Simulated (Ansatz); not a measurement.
Band gaps on a Γ-centred 6×6×6 mesh, computed with PBE in Ansatz (all-electron LAPW, point nucleus), no spin polarisation, no spin–orbit coupling.

(1) Which crystal has a gap of 1.14 eV, direct?
A. PbSe (rock salt, a = 6.210 Å)
B. GaAs (zinc blende, a = 5.750 Å)
C. GaN (zinc blende, a = 4.550 Å)
D. CsCl (CsCl, a = 4.200 Å)
E. ZnSe (zinc blende, a = 5.740 Å)
F. GaP (zinc blende, a = 5.510 Å)

Answers

(1) E. ZnSe 1.14 eV, direct; GaN 1.55 eV, direct; GaAs 0.14 eV, direct; CsCl 5.03 eV, direct; PbSe 0.43 eV, direct; GaP 1.56 eV, direct.

Model structures, not the usual forms at ambient conditions (metastable or hypothetical): GaN (zinc blende type). A gap read on the mesh is an upper bound of this method's gap, since the mesh can miss a band edge. Spin–orbit coupling is left out; with heavy elements it can shift the gap and split levels by tenths of an eV. Semilocal functionals give gaps that mostly lie well below measured ones.
